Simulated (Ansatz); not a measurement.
**BaS: how the settings move a single-point run**

How sensitive is a single-point run of BaS to its settings? A reference run comes first, then four runs with altered input. The cell is built on a prototype (zincblende) and needn't be the phase found in nature.

Method: reference: DFT, PBE, plane waves, PAW, in Ansatz 0.2.0.

5 further runs of the same task are left out: 1 for a known fault of the program, 4 that didn't finish.

## 1. The starting structure

Symmetry: F-43m, No. 216, cubic system. Conventional cell: a = 7.039 Å, b = 7.039 Å, c = 7.039 Å, α = 90.00°, β = 90.00°, γ = 90.00°. Around Ba (site symmetry -43m) lie 4 S at 3.05 Å. Around S (site symmetry -43m) lie 4 Ba at 3.05 Å.

Coordinates:

```cif
data_structure
_symmetry_space_group_name_H-M 'F-43m'
_symmetry_Int_Tables_number 216
_cell_length_a 7.0388
_cell_length_b 7.0388
_cell_length_c 7.0388
_cell_angle_alpha 90.000
_cell_angle_beta 90.000
_cell_angle_gamma 90.000
_cell_volume 348.74
loop_
_atom_site_label
_atom_site_type_symbol
_atom_site_symmetry_multiplicity
_atom_site_Wyckoff_symbol
_atom_site_fract_x
_atom_site_fract_y
_atom_site_fract_z
_atom_site_occupancy
Ba1 Ba 4 a 0.00000 0.00000 0.00000 1
S1 S 4 d 0.25000 0.25000 0.75000 1
```

## 2. Baseline

input.yaml reads:

```yaml
crystal:
  lattice:
    - [0.0, 3.5194117709, 3.5194117709]
    - [3.5194117709, 0.0, 3.5194117709]
    - [3.5194117709, 3.5194117709, 0.0]
  atoms:
    - { symbol: Ba, position: [0.0, 0.0, 0.0] }
    - { symbol: S, position: [0.25, 0.25, 0.25] }
kpoints:
  mp_grid: { grid: [4, 4, 4] }
hamiltonian:
  xc: pbe
scf:
  occupations: { method: fixed }
  n_extra_bands: 4
output:
  forces: true
  stress: true
  eigenvalues: true
```

Launch:

```bash
$ ansatz run input.yaml --threads 4 --pin off --max-ram 3686MiB --backend cpu --events-out ev --progress --plain --runs-dir out
```

## 3. Changed: xc mr2scan

Changes to input.yaml since step 2:

```diff
@@ -11,3 +11,3 @@
 hamiltonian:
-  xc: pbe
+  xc: mr2scan
 scf:
```

## 4. Changed: exchange pbe, correlation pbe, coeff 0.15, omega 0.3

Changes to input.yaml since step 2:

```diff
@@ -11,3 +11,3 @@
 hamiltonian:
-  xc: pbe
+  xc: { exchange: pbe, correlation: pbe, exx: { coeff: 0.15, omega: 0.3 } }
 scf:
```

## 5. Variant: exchange pbe, correlation pbe, coeff 0.75, omega 0.3

Changes to input.yaml since step 2:

```diff
@@ -11,3 +11,3 @@
 hamiltonian:
-  xc: pbe
+  xc: { exchange: pbe, correlation: pbe, exx: { coeff: 0.75, omega: 0.3 } }
 scf:
```

## 6. Changing settings: exchange pbe, correlation pbe, coeff 0.3, omega 0.5

Changes to input.yaml since step 2:

```diff
@@ -11,3 +11,3 @@
 hamiltonian:
-  xc: pbe
+  xc: { exchange: pbe, correlation: pbe, exx: { coeff: 0.3, omega: 0.5 } }
 scf:
```

What does the calculation give? Wanted: for each run, ending; energy change; pressure; gap; force.

As calculated:

```tsv
run	ending	energy change	pressure (GPa)	gap (eV)	force (eV/Å)	cycles	time
reference	converged	-	0.0	2.75	0.00	6	1.4 s
1: xc mr2scan	converged	not comparable	0.0	3.07	0.00	6	3 s
2: exchange pbe, correlation pbe, coeff 0.15, omega 0.3	converged	not comparable	-0.1	3.16	0.00	12	27 s
3: exchange pbe, correlation pbe, coeff 0.75, omega 0.3	converged	not comparable	-0.6	4.92	0.00	17	27 s
4: exchange pbe, correlation pbe, coeff 0.3, omega 0.5	converged	not comparable	-0.2	3.25	0.00	14	24 s
```

Residual by cycle in the longest SCF loop of each run; runs are numbered as in the table. The quantity is the density residual dr2, in eV.

```tsv
cycle	reference	run 1	run 2	run 3	run 4
1	0.00683	0.0247	0.00571	0.0534	0.00969
2	0.00134	0.0034	6.7e-4	0.013	0.0012
3	2.8e-4	6.5e-4	1.8e-4	0.00423	3.6e-4
4	4.9e-5	1.3e-5	2.7e-5	6.9e-4	3.9e-5
5	2.5e-6	3.2e-7	1.5e-6	2.8e-4	4.8e-6
6	4.8e-8	2.3e-8	2.4e-6	3.2e-5	7.4e-6
7	-	-	2.9e-8	-	1.1e-7
```

What this shows: Of the variants the dearest is «exchange pbe, correlation pbe, coeff 0.75, omega 0.3» (27 s), the cheapest «xc mr2scan» (3 s), on a shared host. The gap of the reference lacks spin-orbit coupling, though the cell holds Ba.
